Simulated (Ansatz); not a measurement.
TaN, 2 atoms in the cell. Symmetry: Fm-3m, No. 225, cubic system. Conventional cell: a = 4.358 Å, b = 4.358 Å, c = 4.358 Å, α = 90.00°, β = 90.00°, γ = 90.00°. Around Ta (site symmetry m-3m) lie 6 N at 2.18 Å. Around N (site symmetry m-3m) lie 6 Ta at 2.18 Å. 

* Program: Ansatz 0.2.0
* Task: relaxation of cell and atoms
* Functional: r2SCAN
* Potentials or basis: Ansatz PAW
* Cutoff: 500 eV (not typed: the program's choice for these potentials)
* k mesh: 10 × 10 × 10
* Occupations: fermi-dirac, width 0.05 eV
* Spin: no spin polarisation
* Hubbard terms: Ta d U = 8 eV
* Hubbard projectors: ortho-atomic (the default)
* Double counting: fll (the default)

Potentials or basis: Ansatz PAW.

Command:

```console
$ ansatz run input.yaml --threads 2 --pin off --max-ram 5632MiB --backend cpu --events-out ev --progress --plain --runs-dir out
```

Hardware: 2 threads of Arm Neoverse V2 (shared host).

Question: Estimate the wall time of this run.

Answer: It took 6.7 s on 2 threads of Arm Neoverse V2, with other jobs on the host, peak memory 0.36 GiB. Counts: scf iterations 31, plane waves 537, k points 47, bands 13, ion steps 5.
